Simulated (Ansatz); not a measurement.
# AlP (F-43m): a volume series of phonon spectra, part 3 of 4

Aim: how the vibrations of AlP shift with volume, and the expansion that follows.

What experiment has found for this phase:
- heat capacity C_P per formula unit 42 J/mol/K and bulk modulus 86 GPa near room temperature (given in “High-Throughput Prediction of Finite-Temperature Properties using the Quasi-Harmonic Approximation”, 2016, arXiv:1603.06924)

Ansatz 0.2.0; DFT LDA, scalar-relativistic, plane waves, PAW.

So far. Step 6 (Single point at a scaled cell, V/V0 1.015): At this level the gap is 1.45 eV on the k-mesh of the self-consistent run, which can miss the band edges. Step 7 (Lattice dynamics at this volume, V/V0 1.015): No mode is imaginary beyond numerical noise at the solved wavevectors. The highest zone-centre mode (no LO–TO term) moved by -1.8 % for a volume change of +1.5 %.

The database entry behind the starting cell differs from later determinations by our own check (0.1 to 0.3 % short, probably kX units), so it need not match the best structure at ambient conditions.

## Step 8: Single point at a scaled cell, V/V0 0.985

Symmetry fixes every atom, so a single point at the scaled cell gives the energy and pressure of this member.

The cell differs from the one that the last finished run ended in (a 3.862 → 3.823 Å, b 3.862 → 3.823 Å, c 3.862 → 3.823 Å).

File input.yaml:

```yaml
crystal:
  lattice:
    - [0.0, 2.703324679, 2.703324679]
    - [2.703324679, 0.0, 2.703324679]
    - [2.703324679, 2.703324679, 0.0]
  atoms:
    - { symbol: Al, position: [0.0, 0.0, 0.0] }
    - { symbol: P, position: [0.25, 0.25, 0.25] }
kpoints:
  mp_grid: { grid: [8, 8, 8] }
hamiltonian:
  xc: lda
scf:
  occupations: { method: fixed }
output:
  forces: true
  stress: true
  eigenvalues: true
  write_density: true
  write_potential: true
  elf: true
  volumetric_format: npy
```

Command:

```console
$ ansatz run input.yaml --threads 4 --pin off --max-ram 8192MiB --backend cpu --events-out ev --progress --plain --runs-dir out
```

Numbers of over 12 decimals in the logs are rounded to 6 here.

The log of the run:

```text
[...]
Crystal: 2 atoms, lattice volume = 39.512 Å³
Basis set: ecut = 420 eV, 749 PW (Γ)
Bands: 8, of which v1, the nominal top of the filled ones, is band 4 counted from 1 (3 counted from 0)
Symmetry: 24 space group operations
[...]
k-points: 29 of 512 (time reversal used)
[...]
Free energy (F): -1240.038750 eV
[...]
Internal energy: -1240.038750 eV  (E = F + TS)
E sigma→0 (E₀):  -1240.038750 eV
Fermi energy:    5.152607 eV
[...]
--- Stress (GPa, compression-positive) ---
        1.403543       0.000000      -0.000000
        0.000000       1.403543       0.000000
       -0.000000       0.000000       1.403543
  P = ⅓ Tr σ = 1.4035 GPa (14.035 kbar)
--- Band table (eV; the first three rows and the last of 29) ---
[...]
[key lines of the parts left out:]
SCF converged after 6 iterations
```

Wall time 0.46 s (4 threads of Arm Neoverse V2, shared host); peak memory 0.28 GiB.

The run ends at a pressure of 1.40 GPa.

## Step 9: Phonons, V/V0 0.985

Phonons at this volume give one point of F(V, T); meshes stay fixed along the series.

input.yaml, the sections that differ from step 8:

```yaml
output:
  eigenvalues: true
phonons:
  method: dfpt
  dielectric: true
  rigid_motions: translations
  qmesh: [4, 4, 4]
  temperatures: { t_max: 1000, t_step: 50 }
  qpath:
    path:
      - [[0.0, 0.0, 0.0], [-0.5, -0.5, 0.0], [-0.375, -0.375, 0.25]]
      - [[-0.375, 0.0, 0.375], [0.0, 0.0, 0.0], [0.0, 0.0, 0.5], [-0.5, -0.25, 0.25], [-0.5, -0.5, 0.0]]
    npoints: 10
# crystal, kpoints, hamiltonian, scf: as in step 8
```

The log of the run:

```text
[...]
Crystal: 2 atoms, lattice volume = 39.512 Å³
Basis set: ecut = 420 eV, 749 PW (Γ), exchange–correlation on 54×54×54 points (8 copies of the dense FFT grid, shifted against one another)
Bands: 8, of which v1, the nominal top of the filled ones, is band 4 counted from 1 (3 counted from 0)
Symmetry: 24 space group operations
k-points: 95 of 512 (irreducible under 4 space group operations, time reversal used)
[...]
optical modes at Γ + LO–TO along q̂ = [0.0000, 1.0000, 0.0000]:
      ω (cm⁻¹)  modes    IR ((D/Å)²/amu)
        448.35      2            15.6052
        501.71      1             7.8026
  optical modes at Γ + LO–TO along q̂ = [0.0000, 0.0000, 1.0000]:
      ω (cm⁻¹)  modes    IR ((D/Å)²/amu)
        448.35      2            15.6052
        501.71      1             7.8026
--- Phonons (arbitrary-q DFPT): 8 irreducible q on the 4×4×4 mesh ---
[...]
interpolated dispersion: 63 rows × 6 modes
[...]
[key lines of the parts left out:]
SCF converged after 7 iterations
Free energy (F): -1240.038751 eV
Fermi energy:    5.152602 eV
```

It took 27 s on 4 threads; peak memory 0.68 GiB; 1.7 min of CPU time.

LO-TO term included. The phonon branches at the labelled points (cm⁻¹):

| point | branch 1 | branch 2 | branch 3 | branch 4 | branch 5 | branch 6 |
| --- | --- | --- | --- | --- | --- | --- |
| Γ | 0 | 0 | 0 | 448 | 448 | 502 |
| halfway | 115 | 115 | 220 | 430 | 430 | 478 |
| X | 134 | 134 | 359 | 418 | 424 | 424 |
| halfway | 135 | 155 | 351 | 403 | 424 | 433 |
| U | 136 | 186 | 335 | 380 | 424 | 443 |
| jump to K | 136 | 186 | 335 | 380 | 424 | 443 |
| halfway | 97 | 146 | 223 | 436 | 436 | 459 |
| Γ | 0 | 0 | 0 | 448 | 448 | 502 |
| halfway | 82 | 82 | 214 | 440 | 440 | 472 |
| L | 99 | 99 | 338 | 412 | 437 | 437 |
| halfway | 133 | 169 | 315 | 391 | 430 | 444 |
| W | 170 | 190 | 329 | 364 | 427 | 440 |
| halfway | 151 | 161 | 344 | 391 | 428 | 433 |
| X | 134 | 134 | 359 | 418 | 424 | 424 |

The phonon branches as a text plot (rows in cm⁻¹):

```
    491 |******                   **********
    470 |      **                *          **
    449 |****    ***     ******************** *     ********
    429 |    ********************            ********************
    408 |             **     **                  ****         ***
    387 |               *****                        ****    *
    366 |            **                                  ****  **
    345 |           *  ****                      **         ***
    324 |         **       *                    *  *********
    303 |                   *                  *
    282 |        *           **               *
    261 |       *              *
    240 |                                    *
    219 |      *                *           *
    199 |                  **    *                       ***
    178 |    **         ***  **            *          ********
    157 |              *       ** **                 *  *   ***
    136 |   *   *************             *         * **      ***
    115 |      *             *** *  *             ****
     94 |  * **                 * **     *   ******
     73 |   *                    *         **
     52 | **                      ****  * *
     31 | *                         **   *
     10 |*                            ***
         Γ           X  U|K            Γ         L        W     X
```

No mode is imaginary beyond numerical noise at the solved wavevectors. The highest zone-centre mode (no LO–TO term) moved by +1.8 % for a volume change of -1.5 %.

## Step 10: A cell at another volume, V/V0 1.03

Symmetry fixes every atom, so a single point at the scaled cell gives the energy and pressure of this member.

The cell differs from the one that the last finished run ended in (a 3.823 → 3.880 Å, b 3.823 → 3.880 Å, c 3.823 → 3.880 Å).

input.yaml, the sections that differ from step 9:

```yaml
crystal:
  lattice:
    - [0.0, 2.743880588, 2.743880588]
    - [2.743880588, 0.0, 2.743880588]
    - [2.743880588, 2.743880588, 0.0]
  atoms:
    - { symbol: Al, position: [0.0, 0.0, 0.0] }
    - { symbol: P, position: [0.25, 0.25, 0.25] }
output:
  forces: true
  stress: true
  eigenvalues: true
# kpoints, hamiltonian, scf: as in step 9
# phonons: removed
```

The log of the run:

```text
[...]
Crystal: 2 atoms, lattice volume = 41.317 Å³
Basis set: ecut = 420 eV, 869 PW (Γ)
Bands: 8, of which v1, the nominal top of the filled ones, is band 4 counted from 1 (3 counted from 0)
Symmetry: 24 space group operations
[...]
k-points: 29 of 512 (time reversal used)
[...]
Free energy (F): -1240.031692 eV
[...]
Internal energy: -1240.031692 eV  (E = F + TS)
E sigma→0 (E₀):  -1240.031692 eV
Fermi energy:    4.720485 eV
[...]
--- Stress (GPa, compression-positive) ---
       -2.505345       0.000000      -0.000000
        0.000000      -2.505345       0.000000
        0.000000       0.000000      -2.505345
  P = ⅓ Tr σ = -2.5053 GPa (-25.053 kbar)
--- Band table (eV; the first three rows and the last of 29) ---
[...]
[key lines of the parts left out:]
SCF converged after 6 iterations
```

Wall time 0.38 s (4 threads); peak memory 0.28 GiB; 1.1 s of CPU time.

The run ends at a pressure of -2.51 GPa.

## Step 11: Phonons, V/V0 1.03

The same q-mesh and k-mesh are kept at every volume, so that much of their error can cancel in the differences.

input.yaml, the sections that differ from step 10:

```yaml
output:
  eigenvalues: true
phonons:
  method: dfpt
  dielectric: true
  rigid_motions: translations
  qmesh: [4, 4, 4]
  temperatures: { t_max: 1000, t_step: 50 }
  qpath:
    path:
      - [[0.0, 0.0, 0.0], [-0.5, -0.5, 0.0], [-0.375, -0.375, 0.25]]
      - [[-0.375, 0.0, 0.375], [0.0, 0.0, 0.0], [0.0, 0.0, 0.5], [-0.5, -0.25, 0.25], [-0.5, -0.5, 0.0]]
    npoints: 10
# crystal, kpoints, hamiltonian, scf: as in step 10
```

The log of the run:

```text
[...]
Crystal: 2 atoms, lattice volume = 41.317 Å³
Basis set: ecut = 420 eV, 869 PW (Γ), exchange–correlation on 54×54×54 points (8 copies of the dense FFT grid, shifted against one another)
Bands: 8, of which v1, the nominal top of the filled ones, is band 4 counted from 1 (3 counted from 0)
Symmetry: 24 space group operations
k-points: 95 of 512 (irreducible under 4 space group operations, time reversal used)
[...]
optical modes at Γ + LO–TO along q̂ = [0.0000, 1.0000, 0.0000]:
      ω (cm⁻¹)  modes    IR ((D/Å)²/amu)
        424.72      2            15.9974
        479.23      1             7.9987
  optical modes at Γ + LO–TO along q̂ = [0.0000, 0.0000, 1.0000]:
      ω (cm⁻¹)  modes    IR ((D/Å)²/amu)
        424.72      2            15.9974
        479.23      1             7.9987
--- Phonons (arbitrary-q DFPT): 8 irreducible q on the 4×4×4 mesh ---
[...]
interpolated dispersion: 63 rows × 6 modes
[...]
[key lines of the parts left out:]
SCF converged after 7 iterations
Free energy (F): -1240.031693 eV
Fermi energy:    4.720477 eV
```

The job ended after 28 s (4 threads; peak memory 0.7 GiB; 1.8 min of CPU time).

No mode is imaginary beyond numerical noise at the solved wavevectors. The highest zone-centre mode (no LO–TO term) moved by -3.5 % for a volume change of +3.0 %.

## Step 12: Single point at a scaled cell, V/V0 0.97

Symmetry fixes every atom, so a single point at the scaled cell gives the energy and pressure of this member.

The cell differs from the one that the last finished run ended in (a 3.880 → 3.804 Å, b 3.880 → 3.804 Å, c 3.880 → 3.804 Å).

input.yaml, the sections that differ from step 11:

```yaml
crystal:
  lattice:
    - [0.0, 2.6895319661, 2.6895319661]
    - [2.6895319661, 0.0, 2.6895319661]
    - [2.6895319661, 2.6895319661, 0.0]
  atoms:
    - { symbol: Al, position: [0.0, 0.0, 0.0] }
    - { symbol: P, position: [0.25, 0.25, 0.25] }
output:
  forces: true
  stress: true
  eigenvalues: true
# kpoints, hamiltonian, scf: as in step 11
# phonons: removed
```

The log of the run:

```text
[...]
Crystal: 2 atoms, lattice volume = 38.910 Å³
Basis set: ecut = 420 eV, 749 PW (Γ)
Bands: 8, of which v1, the nominal top of the filled ones, is band 4 counted from 1 (3 counted from 0)
Symmetry: 24 space group operations
[...]
k-points: 29 of 512 (time reversal used)
[...]
Free energy (F): -1240.030649 eV
[...]
Internal energy: -1240.030649 eV  (E = F + TS)
E sigma→0 (E₀):  -1240.030649 eV
Fermi energy:    5.305180 eV
[...]
--- Stress (GPa, compression-positive) ---
        2.920165      -0.000000      -0.000000
       -0.000000       2.920165       0.000000
       -0.000000       0.000000       2.920165
  P = ⅓ Tr σ = 2.9202 GPa (29.202 kbar)
--- Band table (eV; the first three rows and the last of 29) ---
[...]
[key lines of the parts left out:]
SCF converged after 6 iterations
```

Wall time 0.37 s (4 threads); peak memory 0.27 GiB; 1.1 s of CPU time.

The run ends at a pressure of 2.92 GPa.

## Step 13: Lattice dynamics at this volume, V/V0 0.97

Phonons at this volume give one point of F(V, T); meshes stay fixed along the series.

input.yaml, the sections that differ from step 12:

```yaml
output:
  eigenvalues: true
phonons:
  method: dfpt
  dielectric: true
  rigid_motions: translations
  qmesh: [4, 4, 4]
  temperatures: { t_max: 1000, t_step: 50 }
  qpath:
    path:
      - [[0.0, 0.0, 0.0], [-0.5, -0.5, 0.0], [-0.375, -0.375, 0.25]]
      - [[-0.375, 0.0, 0.375], [0.0, 0.0, 0.0], [0.0, 0.0, 0.5], [-0.5, -0.25, 0.25], [-0.5, -0.5, 0.0]]
    npoints: 10
# crystal, kpoints, hamiltonian, scf: as in step 12
```

The log of the run:

```text
[...]
Crystal: 2 atoms, lattice volume = 38.910 Å³
Basis set: ecut = 420 eV, 749 PW (Γ), exchange–correlation on 54×54×54 points (8 copies of the dense FFT grid, shifted against one another)
Bands: 8, of which v1, the nominal top of the filled ones, is band 4 counted from 1 (3 counted from 0)
Symmetry: 24 space group operations
k-points: 95 of 512 (irreducible under 4 space group operations, time reversal used)
[...]
optical modes at Γ + LO–TO along q̂ = [0.0000, 1.0000, 0.0000]:
      ω (cm⁻¹)  modes    IR ((D/Å)²/amu)
        456.71      2            15.4757
        509.62      1             7.7379
  optical modes at Γ + LO–TO along q̂ = [0.0000, 0.0000, 1.0000]:
      ω (cm⁻¹)  modes    IR ((D/Å)²/amu)
        456.71      2            15.4757
        509.62      1             7.7379
--- Phonons (arbitrary-q DFPT): 8 irreducible q on the 4×4×4 mesh ---
[...]
interpolated dispersion: 63 rows × 6 modes
[...]
[key lines of the parts left out:]
SCF converged after 7 iterations
Free energy (F): -1240.030650 eV
Fermi energy:    5.305173 eV
```

It took 27 s on 4 threads; peak memory 0.68 GiB.

No mode is imaginary beyond numerical noise at the solved wavevectors. The highest zone-centre mode (no LO–TO term) moved by +3.7 % for a volume change of -3.0 %.

## Step 14: A cell at another volume, V/V0 1.05

Symmetry fixes every atom, so a single point at the scaled cell gives the energy and pressure of this member.

The cell differs from the one that the last finished run ended in (a 3.804 → 3.905 Å, b 3.804 → 3.905 Å, c 3.804 → 3.905 Å).

input.yaml, the sections that differ from step 13:

```yaml
crystal:
  lattice:
    - [0.0, 2.7615266073, 2.7615266073]
    - [2.7615266073, 0.0, 2.7615266073]
    - [2.7615266073, 2.7615266073, 0.0]
  atoms:
    - { symbol: Al, position: [0.0, 0.0, 0.0] }
    - { symbol: P, position: [0.25, 0.25, 0.25] }
output:
  forces: true
  stress: true
  eigenvalues: true
# kpoints, hamiltonian, scf: as in step 13
# phonons: removed
```

The log of the run:

```text
[...]
Crystal: 2 atoms, lattice volume = 42.119 Å³
Basis set: ecut = 420 eV, 869 PW (Γ)
Bands: 8, of which v1, the nominal top of the filled ones, is band 4 counted from 1 (3 counted from 0)
Symmetry: 24 space group operations
[...]
k-points: 29 of 512 (time reversal used)
[...]
Free energy (F): -1240.015421 eV
[...]
Internal energy: -1240.015421 eV  (E = F + TS)
E sigma→0 (E₀):  -1240.015421 eV
Fermi energy:    4.540069 eV
[...]
--- Stress (GPa, compression-positive) ---
       -3.972832      -0.000000      -0.000000
       -0.000000      -3.972832       0.000000
       -0.000000       0.000000      -3.972832
  P = ⅓ Tr σ = -3.9728 GPa (-39.728 kbar)
--- Band table (eV; the first three rows and the last of 29) ---
[...]
[key lines of the parts left out:]
SCF converged after 6 iterations
```

Run time: 0.37 s. Hardware: 4 threads; peak memory 0.28 GiB.

The run ends at a pressure of -3.97 GPa.

## Step 15: Lattice dynamics at this volume, V/V0 1.05

The same q-mesh and k-mesh are kept at every volume, so that much of their error can cancel in the differences.

input.yaml, the sections that differ from step 14:

```yaml
output:
  eigenvalues: true
phonons:
  method: dfpt
  dielectric: true
  rigid_motions: translations
  qmesh: [4, 4, 4]
  temperatures: { t_max: 1000, t_step: 50 }
  qpath:
    path:
      - [[0.0, 0.0, 0.0], [-0.5, -0.5, 0.0], [-0.375, -0.375, 0.25]]
      - [[-0.375, 0.0, 0.375], [0.0, 0.0, 0.0], [0.0, 0.0, 0.5], [-0.5, -0.25, 0.25], [-0.5, -0.5, 0.0]]
    npoints: 10
# crystal, kpoints, hamiltonian, scf: as in step 14
```

The log of the run:

```text
[...]
Crystal: 2 atoms, lattice volume = 42.119 Å³
Basis set: ecut = 420 eV, 869 PW (Γ), exchange–correlation on 54×54×54 points (8 copies of the dense FFT grid, shifted against one another)
Bands: 8, of which v1, the nominal top of the filled ones, is band 4 counted from 1 (3 counted from 0)
Symmetry: 24 space group operations
k-points: 95 of 512 (irreducible under 4 space group operations, time reversal used)
[...]
optical modes at Γ + LO–TO along q̂ = [0.0000, 1.0000, 0.0000]:
      ω (cm⁻¹)  modes    IR ((D/Å)²/amu)
        414.86      2            16.1729
        469.80      1             8.0865
  optical modes at Γ + LO–TO along q̂ = [0.0000, 0.0000, 1.0000]:
      ω (cm⁻¹)  modes    IR ((D/Å)²/amu)
        414.86      2            16.1729
        469.80      1             8.0865
--- Phonons (arbitrary-q DFPT): 8 irreducible q on the 4×4×4 mesh ---
[...]
interpolated dispersion: 63 rows × 6 modes
[...]
[key lines of the parts left out:]
SCF converged after 7 iterations
Free energy (F): -1240.015421 eV
Fermi energy:    4.540059 eV
```

Run time: 31 s. Hardware: 4 threads; peak memory 0.7 GiB; 1.9 min of CPU time.

LO-TO term included. Phonon branches along the path, in cm⁻¹:

| point | branch 1 | branch 2 | branch 3 | branch 4 | branch 5 | branch 6 |
| --- | --- | --- | --- | --- | --- | --- |
| Γ | 0 | 0 | 0 | 415 | 415 | 470 |
| halfway | 120 | 120 | 206 | 392 | 392 | 449 |
| X | 148 | 148 | 335 | 380 | 380 | 394 |
| halfway | 149 | 166 | 326 | 375 | 381 | 394 |
| U | 148 | 192 | 311 | 352 | 382 | 402 |
| jump to K | 148 | 192 | 311 | 352 | 382 | 402 |
| halfway | 102 | 147 | 210 | 399 | 399 | 427 |
| Γ | 0 | 0 | 0 | 415 | 415 | 470 |
| halfway | 87 | 87 | 201 | 404 | 404 | 441 |
| L | 110 | 110 | 328 | 375 | 398 | 398 |
| halfway | 141 | 173 | 300 | 357 | 390 | 404 |
| W | 176 | 197 | 305 | 340 | 383 | 398 |
| halfway | 161 | 171 | 319 | 364 | 387 | 391 |
| X | 148 | 148 | 335 | 380 | 380 | 394 |

The phonon branches as a text plot (rows in cm⁻¹):

```
    460 |******                   **********
    440 |      **                *          *
    421 |**      ***         ****   ******   **
    401 |  *****    *********  ******     ******************** **
    382 |       ****************                ***   ***********
    362 |               *** ***                    *****     **
    343 |            **    *                            *****   *
    323 |           *  ***                      *****        ***
    303 |         **      **                         ********
    284 |                   *                  *
    264 |        *           **               *
    245 |       *              *
    225 |                                    *
    206 |      *           *    *           *            ***
    186 |               *** ***  *                     ** * **
    166 |    **        *       *           *         ** ** ****
    147 |        ************   * **                * **       **
    127 |   *  **            *** *        *        ***
    108 |    **                 *   *         ******
     88 |  **                    ***     *  **
     69 |                         ***      *
     49 | **                        **  ***
     29 | *                          *  *
     10 |*                            **
         Γ           X  U|K            Γ         L        W     X
```

No mode is imaginary beyond numerical noise at the solved wavevectors. The highest zone-centre mode (no LO–TO term) moved by -5.8 % for a volume change of +5.0 %.

(Part 3 of 4 ends here.)

[Logs are printed without paths, hosts, clocks, repeated set-up lines and the standing remarks that a program may print on its own settings, such as how far it seeks lower states.]

[Hosts, paths, dates, database ids (printed as entryN), source tags and the programs' standing remarks are cut or masked in the printed files.]

[A step with changed settings may run another functional than the one named; its input shows which.]

[Of the runs on displaced cells, only some may be shown.]
